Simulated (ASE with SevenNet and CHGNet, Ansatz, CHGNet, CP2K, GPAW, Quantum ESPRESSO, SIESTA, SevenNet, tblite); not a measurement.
# Priceite (P2_1/c), Ca2B5H7O13 (108 atoms) in machine-learned potentials

Wanted: machine-learned potentials inputs and outputs for Priceite (P2_1/c), Ca2B5H7O13 (108 atoms), checked against a plane-wave reference.

Method: the method is named at each step, in ASE with SevenNet and CHGNet.

## (1) Set-up

The cell holds 108 atoms: 8 Ca, 20 B, 28 H and 52 O. Its edges and angles: a = 11.580 Å, b = 6.984 Å, c = 12.352 Å, α = 90.0°, β = 110.6°, γ = 90.0°. It derives from Ca2B5H7O13 (P2_1/c), repeated 1×1×1. Ca2B5H7O13, space group P2_1/c, structure from the Crystallography Open Database, 1 x 1 x 1 conventional cells; every coordinate displaced by a Gaussian of 0.02 Å; bonds to H set to neutron lengths (C-H 1.089, N-H 1.015, O-H 0.983, B-H 1.19 Å) where the listed ones are shorter. Then every atom was moved at random, 0.05 Å r.m.s. a Cartesian component (hydrogen 0.6 of that).

The yardstick, on the same geometry:

| Item | Value |
| --- | --- |
| method | Kohn-Sham DFT, PBE, PAW, plane waves (Ansatz 0.2.0); cutoff 420 eV, Γ point, fermi-dirac smearing of 0.05 eV; PAW set soft_2 |
| r.m.s. force component | 2.037 eV/Å |
| longest force | 12.11 eV/Å |
| pressure | 3.985 GPa |
| gap (highest filled to lowest empty level) | 4.708 eV |
| SCF cycles | 9 |
| time | 15 s on 4 threads of Arm Neoverse V1, shared host |
| CPU time | 54 s |

## (2) SevenNet 0 potential

Method: machine-learned interatomic potential SevenNet 0, trained on PBE(+U) plane-wave data.

Input file run.py:

```python
import numpy as np
from ase.io import read
import mlip  # loads the published weights by name

atoms = read("structure.xyz")
atoms.calc = mlip.calc("7net-0")
energy = atoms.get_potential_energy()
forces = atoms.get_forces()
print(f"energy {energy:.6f} eV")
print("forces (eV/A)")
for i, (a, f) in enumerate(zip(atoms, forces)):
    print(f"{i:4d} {a.symbol:2s} {f[0]:10.5f} {f[1]:10.5f} {f[2]:10.5f}")
stress = -atoms.get_stress(voigt=False) * 160.21766
print("stress (GPa, compression positive)")
for row in stress:
    print(" ".join(f"{x:10.4f}" for x in row))
```

Input file structure.xyz:

```xyz
108
Lattice="11.58000 0.00000 0.00000 0.00000 6.98440 0.00000 -4.34050 0.00000 11.56425" Properties=species:S:1:pos:R:3 pbc="T T T"
Ca -2.36439 5.30717 6.70137
Ca 7.40327 1.85059 10.66420
Ca 9.72831 1.72759 4.92290
Ca -0.23062 5.11831 0.97880
Ca 1.98674 1.73039 4.42957
Ca 7.46489 5.08653 1.40853
Ca 5.29685 5.26093 7.29427
Ca -0.19859 1.82286 10.17226
B 1.33349 5.29578 4.08253
B 8.11348 1.72913 1.71336
B 5.83304 1.76147 7.50890
B -0.89633 5.26736 9.92525
B -1.30683 5.09722 3.71559
B 10.55534 1.66906 2.08145
B 8.50352 1.86218 7.75475
B -3.47392 5.42101 9.49517
B -0.11067 3.77758 5.56934
B 9.32264 0.22175 0.25349
B 7.29690 3.24977 5.98288
B -2.08708 6.76593 11.35181
B 0.79063 1.94397 7.13503
B 4.28233 5.49407 10.14717
B 6.37029 4.99936 4.29704
B 3.00305 1.53999 1.46669
B 0.32108 4.34954 8.02351
B 4.77233 0.93193 9.33871
B 6.96213 2.63521 3.59336
B 2.43771 6.11400 2.17292
H 2.87254 1.54865 7.48658
H 2.18275 5.03023 9.90131
H 4.34463 5.46061 4.11155
H 5.08753 1.89005 1.68029
H 0.49044 0.03625 8.17546
H 4.46772 3.49499 9.12905
H 6.62372 6.96994 3.38243
H 2.77929 3.46706 2.37229
H 0.83359 6.42970 5.70996
H 8.58540 2.99673 0.12281
H 6.46110 0.47913 5.94541
H -1.34463 3.94730 11.38373
H 8.76195 5.99059 4.35926
H 0.71298 2.54889 1.34700
H -1.49723 0.94611 7.15168
H 6.55816 4.42343 10.11629
H 9.34847 3.71822 2.71239
H 0.07234 0.27805 3.04891
H -2.07334 3.24432 8.86677
H 7.19564 6.76334 8.55084
H 4.53317 1.76475 5.15338
H 4.84158 5.27071 0.63592
H 2.63982 5.24193 6.43042
H 2.40104 1.76307 10.86727
H 4.47676 3.42403 4.65207
H 4.93121 6.79331 1.16718
H 2.72539 3.62127 6.90895
H 2.34238 0.20171 10.42286
[... 48 atom lines left out ...]
O 0.65025 3.15283 8.29700
O 4.39991 6.55884 9.07678
O 6.53781 3.93585 3.26794
O 2.90297 0.47997 2.49291
```

The run is started by

```
OMP_NUM_THREADS=1 python run.py > output.txt
```

What it wrote:

```text
energy -712.054321 eV
forces (eV/A)
   0 Ca   -0.34234    0.27362    0.11620
   1 Ca    0.13727   -0.48762   -0.07929
   2 Ca   -0.49807   -0.75170   -0.86327
   3 Ca   -0.04357    0.58463   -0.58052
   4 Ca    0.03896    0.36259   -0.78100
   5 Ca   -0.30741    1.40279    0.14711
   6 Ca   -0.03230   -0.04920   -0.84000
   7 Ca    0.13846   -0.42152   -0.23488
   8 B     1.50670   -2.84766    0.12556
   9 B    -1.34194   -0.74575   -1.33319
  10 B     2.04933    1.17250   -1.99345
  11 B     2.18664   -0.57902   -1.02052
  12 B     3.20088    0.92399    1.66805
  13 B     5.33576   -2.43154   -2.67056
  14 B    -2.51537    1.30159    0.84363
  15 B     1.34125   -0.50451    1.92343
  16 B     4.54820    0.06224    0.22751
  17 B     2.05156    1.01722   -0.22038
  18 B    -3.51257    1.61415    0.16661
  19 B    -1.41751   -0.96088    0.56884
  20 B     1.02251   -0.17334    4.18041
  21 B    -0.26211    0.22168   -1.03284
  22 B     3.18632    0.54980   -0.17034
  23 B    -0.21944   -0.36711    1.16092
[...]
100 O    -1.52342    1.13997   -2.30391
 101 O     0.73751    0.13435    0.12550
 102 O    -1.50927    0.43429   -0.60277
 103 O    -1.53501   -0.10547   -1.63066
 104 O     1.62517   -6.39525   -0.30114
 105 O    -0.22463    1.13923    0.33377
 106 O    -0.05163   -0.71685   -0.39295
 107 O    -0.56712   -2.32755    0.24189
stress (GPa, compression positive)
    4.4169    -2.7833     2.5600
   -2.7833     1.9393    -0.4677
    2.5600    -0.4677     6.2384
```

It took 11 s on 1 thread of Arm Neoverse V1, shared host; peak memory 1.3 GiB.

Banners, paths, timers and routine set-up lines are dropped from the logs unmarked, and long logs keep their key lines alone; longer cuts are marked.

Compared with the plane-wave run:

```
r.m.s. force component                  : 2.095 eV/Å
r.m.s. difference of force components   : 137.8 meV/Å
longest difference of force vectors     : 915.5 meV/Å
force difference over r.m.s. force      : 6.763 %
slope of forces against the reference's : 1.026
correlation of force components         : 0.9982
pressure                                : 4.198 GPa
pressure difference                     : 0.2133 GPa
```

Length of the force difference by element (eV/Å):

```
element  atoms  mean  most
      B     20  0.18  0.44
     Ca      8  0.12  0.16
      H     28  0.19  0.92
      O     52  0.18  0.85
```

A closer look about O58, which bears the longest force: 9 atoms, nearest first, numbered in the order of the input, with positions taken from that point.

```
atom      x      y      z  distance (Å)  bonds     Fx      Fy  Fz (eV/Å)
 O58   0.00   0.00   0.00          0.00      3   4.17  -12.26       0.25
 H54  -0.33   0.78  -0.07          0.85      1  -4.45    9.27      -1.42
 H50  -0.42  -0.75  -0.60          1.05      1   0.37    2.54       1.19
 Ca6   2.20  -0.93   0.17          2.40      8  -0.31    1.40       0.15
 H35   1.36   0.95   2.15          2.72      1   0.56    0.03       0.04
 O72  -1.76   0.46  -2.11          2.79      3  -0.91    0.11      -0.67
O104  -0.86   2.73  -0.19          2.86      3  -1.54   -0.11      -1.63
 H32  -0.17   2.86   0.45          2.90      1   1.10    0.20       1.23
 B28  -2.82   0.10   0.94          2.98      3   3.79    1.99       5.28
```

Atoms are counted from 1 here, from 0 in the log.

Forces lie 6.8 % from the reference's, at 0.20 times its CPU time (on 1 against 4 cores).

## (3) CHGNet r2SCAN potential

Method: machine-learned interatomic potential CHGNet r2SCAN, trained on r2SCAN plane-wave data.

Edit run.py of step 2 so:

```diff
@@ -5,3 +5,3 @@
 atoms = read("structure.xyz")
-atoms.calc = mlip.calc("7net-0")
+atoms.calc = mlip.calc("chgnet-r2scan")
 energy = atoms.get_potential_energy()
```

structure.xyz is that of step 2.

What it wrote:

```text
CHGNet vr2scan initialized with 412,525 parameters
CHGNet will run on cpu
energy -838.716919 eV
forces (eV/A)
   0 Ca   -0.25612    0.19287    0.05830
   1 Ca    0.11626   -0.34470    0.02294
   2 Ca   -0.34021   -0.52948   -0.58970
   3 Ca   -0.13868    0.36971   -0.41327
   4 Ca    0.04763    0.14315   -0.46542
   5 Ca   -0.12565    0.79625    0.12143
   6 Ca   -0.03314    0.05336   -0.51395
   7 Ca    0.09570   -0.17089   -0.17625
   8 B     0.94060   -1.58753    0.16540
   9 B    -0.80764   -0.41016   -0.75688
  10 B     1.52024    0.63160   -1.38615
  11 B     1.57692   -0.54331   -0.69063
  12 B     2.23353    0.78697    1.21097
  13 B     3.97416   -1.74199   -1.98234
  14 B    -1.80517    0.81426    0.57351
  15 B     1.01304   -0.38335    1.31726
  16 B     3.04361    0.18985    0.13988
  17 B     1.56072    0.80423   -0.31403
  18 B    -2.32932    0.95217    0.12368
  19 B    -0.91437   -0.61513    0.37504
  20 B     1.14297   -0.09163    3.00889
  21 B    -0.19432    0.24271   -0.68191
  22 B     1.85715    0.27998   -0.16816
  23 B    -0.01418   -0.30161    0.80692
[...]
100 O    -1.49747    0.90777   -1.87376
 101 O     0.53049    0.07486   -0.03826
 102 O    -1.28530    0.40631   -0.76080
 103 O    -1.38868   -0.07107   -1.36380
 104 O     1.30789   -5.31967   -0.09702
 105 O    -0.14411    0.71316    0.47233
 106 O     0.04547   -0.47734   -0.09361
 107 O    -0.49384   -1.79042   -0.07523
stress (GPa, compression positive)
    1.0897    -2.5645     2.3624
   -2.5645    -0.7974    -0.6066
    2.3624    -0.6066     2.4045
```

Wall time 6.6 s (1 thread); peak memory 2.5 GiB.

Numbers from this run, and their distance from the reference:

| Item | Value |
| --- | --- |
| r.m.s. force component | 1.834 eV/Å |
| r.m.s. difference of force components | 385.6 meV/Å |
| longest difference of force vectors | 1792 meV/Å |
| force difference over r.m.s. force | 18.93 % |
| slope of forces against the reference's | 0.8872 |
| correlation of force components | 0.9856 |
| pressure | 0.8989 GPa |
| pressure difference | -3.086 GPa |

Against the first run (6.8 %), the force difference from the reference is 19 %, at 0.59 times the CPU time; this potential was trained at another functional than the reference's.

## (4) SevenNet l3i5 potential

Method: machine-learned interatomic potential SevenNet l3i5, trained on PBE(+U) plane-wave data.

Edit run.py of step 3 so:

```diff
@@ -5,3 +5,3 @@
 atoms = read("structure.xyz")
-atoms.calc = mlip.calc("chgnet-r2scan")
+atoms.calc = mlip.calc("7net-l3i5")
 energy = atoms.get_potential_energy()
```

structure.xyz is that of step 3.

What it wrote:

```text
energy -711.952148 eV
forces (eV/A)
   0 Ca   -0.32446    0.29685    0.17806
   1 Ca    0.11228   -0.50700   -0.08965
   2 Ca   -0.57028   -0.78795   -0.93741
   3 Ca   -0.04682    0.58465   -0.61312
   4 Ca    0.08446    0.37004   -0.70058
   5 Ca   -0.32046    1.43505    0.12796
   6 Ca   -0.06507   -0.08002   -0.84288
   7 Ca    0.13764   -0.39737   -0.23494
   8 B     1.41151   -2.87302    0.08124
   9 B    -1.34385   -0.82132   -1.27933
  10 B     2.12316    1.19103   -2.05826
  11 B     2.25909   -0.60926   -1.09283
  12 B     3.17113    0.81396    1.48119
  13 B     5.30913   -2.44950   -2.71519
  14 B    -2.52362    1.39067    0.91121
  15 B     1.35966   -0.50313    2.01307
  16 B     4.57627    0.06422    0.18285
  17 B     2.14602    1.02460   -0.13491
  18 B    -3.58110    1.65310    0.18406
  19 B    -1.50304   -0.97175    0.49450
  20 B     1.21645   -0.23949    4.22474
  21 B    -0.39327    0.19652   -0.98466
  22 B     3.00917    0.43166   -0.07730
  23 B    -0.16200   -0.38505    1.14274
[...]
100 O    -1.52079    1.22527   -2.33708
 101 O     0.76052    0.21718    0.06041
 102 O    -1.49809    0.39423   -0.63082
 103 O    -1.52677   -0.21227   -1.61007
 104 O     1.52722   -6.20425   -0.36291
 105 O    -0.18278    1.18510    0.40597
 106 O     0.01229   -0.64664   -0.33135
 107 O    -0.61634   -2.37521    0.19187
stress (GPa, compression positive)
    4.5200    -2.7849     2.3971
   -2.7849     2.0927    -0.4510
    2.3971    -0.4510     6.1168
```

The job ended after 16 s (1 thread; peak memory 2.4 GiB).

Numbers from this run, and their distance from the reference:

| Quantity | Value |
| --- | --- |
| r.m.s. force component | 2.079 eV/Å |
| r.m.s. difference of force components | 120.9 meV/Å |
| longest difference of force vectors | 860.4 meV/Å |
| force difference over r.m.s. force | 5.935 % |
| slope of forces against the reference's | 1.019 |
| correlation of force components | 0.9985 |
| pressure | 4.243 GPa |
| pressure difference | 0.2583 GPa |

Against the first run (6.8 %), the force difference from the reference is 5.9 %, at 1.5 times the CPU time.

## (5) The ladder

Differences are against the plane-wave reference, forces as r.m.s. over components; share is that over the reference's r.m.s. force, slope the least-squares factor from reference forces to these. Total energies of different programs have different zeros and aren't compared.

```
                    run  Δ force, r.m.s. (meV/Å)  share (%)  slope  Δ pressure (GPa)  cores  CPU time  memory (GiB)
              reference                        -          -      -                 -      4      54 s           1.2
   SevenNet 0 potential                      138       6.76  1.026             0.213      1      11 s           1.3
CHGNet r2SCAN potential                      386       18.9  0.887             -3.09      1     6.4 s           2.5
SevenNet l3i5 potential                      121       5.94  1.019             0.258      1      16 s           2.4
```

Times of the machine-learned potentials are mostly Python's start and the loading of weights.

CPU time is summed over cores on a shared host, where runs went side by side, so it is rough. Symmetry, cutoffs, thresholds, outputs and thread counts weren't matched or tuned between programs; memory under MPI is the largest rank's times the ranks.

## (6) What came out

- nearest in forces: SevenNet l3i5 potential, 5.9 %
- its CPU time: 16 s

In words: Machine-learned potentials differ by 5.9 % (SevenNet l3i5 potential) to 19 % (CHGNet r2SCAN potential); they were trained on other programs' data, some at another functional. Machine-learned potentials mimic data converged in k, so the reference's own k-point error enters their differences. The reference's stress is far from hydrostatic: its diagonal is 4.2, 1.9, 5.8 GPa, compression counted positive. The published positions, changed by the recipe (random displacements or longer bonds to H), lie far from the minimum at this level of theory. The reference's pressure of 4.0 GPa belongs to a cell and atoms that aren't relaxed at this level. The electronic-structure runs sample only Γ, in a cell whose shortest periodic width is 7 Å.

[Also dropped from logs without a mark: logging warnings of Python, and SIESTA's first energy breakdown and zero terms.]

[Logs are printed without paths, hosts, clocks, repeated set-up lines and the standing remarks that a program may print on its own settings, such as how far it seeks lower states.]

[Hosts, paths, dates, database ids (printed as entryN), source tags and the programs' standing remarks are cut or masked in the printed files.]
